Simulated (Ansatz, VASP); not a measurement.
Elastic constants of GaP and what follows from them

The cell as given, ahead of any relaxation:

```xyz
2
Lattice="0.0000 2.7252 2.7252 2.7252 0.0000 2.7252 2.7252 2.7252 0.0000" Properties=species:S:1:pos:R:3 pbc="T T T"
Ga    0.0000    0.0000    0.0000
P     4.0879    4.0879    4.0879
```

Constants in GPa on the cubic axes, for the cell as given (20.24 Å³ an atom) or relaxed at the run's level, with the atoms relaxed in the strained cells where symmetry lets them move; no spin polarisation, no spin-orbit coupling. Meshes are those of the run's cell of 2 atoms. Ansatz's plane-wave pressures hold its Pulay term. Occupations: fermi-dirac 0.05 eV (run 1); fermi-dirac 0.05 eV (run 2); fixed (run 3). Space group F-43m.

| run | level | program and potentials | k mesh | cell | C11 | C12 | C44 |
| --- | --- | --- | --- | --- | --- | --- | --- |
| 1 | LDA | VASP, LDA PAW files Ga_d, P, 600 eV | 6 × 6 × 6 | relaxed, 19.62 Å³ an atom | 142.1 | 63.8 | 71.0 |
| 2 | PBE | VASP, PBE PAW files Ga_d, P, 600 eV | 6 × 6 × 6 | relaxed, 20.86 Å³ an atom | 125.2 | 52.0 | 64.6 |
| 3 | PBEsol | Ansatz, Ansatz PAW (made for PBE), 420 eV | 6 × 6 × 6 | as given, -0.53 GPa | 132.9 | 58.1 | 66.9 |

**Question.** For run 3, work out the bulk, shear and Young's moduli of a random polycrystal, Poisson's ratio and the anisotropy, and test the cell's stability.

**Answer.** From the values as printed: B = (C11 + 2 C12)/3 = 83.0 GPa. Voigt: G_V = (C11 - C12 + 3 C44)/5 = 55.1; Reuss: G_R = 5 C44 (C11 - C12)/[4 C44 + 3 (C11 - C12)] = 50.9; Hill's mean, from the unrounded bounds, G = 53.0 GPa. Young's modulus E = 9BG/(3B + G) = 131.1 GPa, Poisson's ratio ν = (3B - 2G)/[2(3B + G)] = 0.237. Zener's ratio 2 C44/(C11 - C12) = 1.79, so the crystal is stiffest along ⟨111⟩ and softest along ⟨100⟩. C11 > |C12|, C11 + 2 C12 > 0 and C44 > 0 hold, so the cell is stable against small uniform strains, which says nothing of soft phonons. Under pressure the constants are those of stress over strain at that pressure. An equation of state at this level (Ansatz, Ansatz PAW, made for PBE; mesh 8 × 8 × 8) gives B0 = 85.0 GPa at its minimum of 20.11 Å³ an atom, against 20.24 here. Measured bulk modulus: 87.5 GPa (arxiv:1709.06667); the runs are for a static lattice. Over the runs shown B spans 76.4 to 89.9 GPa and C44 64.6 to 71.0.

All three constants fall from LDA through PBEsol to PBE as the cell grows. Longer Ga–P bonds have less overlap and a weaker restoring force, so much of the spread probably comes from volume, though the runs don't separate this from the functional's direct effect. The slightly stretched PBEsol cell likewise accounts for part of its shortfall against the measured bulk modulus. Thermal and zero-point motion would normally soften the lattice further, bringing the LDA value closer to the measurement but taking the PBE and PBEsol values further from it.

The pattern of the constants is steadier than their size. C12 lies below C44 in every run, as expected where directional sp³ bonds resist changes of angle. The anisotropy has the same origin: tetragonal shear mainly bends the bonds, whereas the shear governed by C44 also stretches them, even after the two sublattices shift to relieve part of the strain. Stretching along the ⟨111⟩ bond directions therefore meets the most resistance.
